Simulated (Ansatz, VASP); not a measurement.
Two plane-wave programs on Ge

```xyz
2
Lattice="2.8383 0.0000 0.0000 -1.4191 2.4580 0.0000 0.0000 0.0000 5.6554" Properties=species:S:1:pos:R:3 pbc="T T T"
Ge    0.0000    0.0000    4.2413
Ge    0.0000    0.0000    1.4141
```

Alike in both runs: functional PBE; k mesh 6 × 6 × 4; occupations gaussian, width 0.1 eV; no spin polarisation.

Ansatz relaxed the structure, and its values are those at the end. VASP's run is a single point on that final structure, the one shown.

```csv
,VASP,Ansatz
version,VASP 6.6.1,Ansatz 0.2.0
potentials or method,"VASP PAW PBE potentials, release 64 (Ge_d)","scalar-relativistic, plane waves, PAW"
plane-wave cutoff (eV),520,420
valence electrons in the cell,28,28
```

|  | VASP | Ansatz | Ansatz less VASP |
| --- | --- | --- | --- |
| gap on the k mesh at the Fermi level (eV) | none | none | - |
| pressure (GPa) | -0.2 | -0.1 | +0.08 |

A gap of «none» marks a metal or a gap that the smearing closes.

Caveats: the k mesh is coarse (spacing up to 0.43 Å⁻¹), so the values aren't converged.
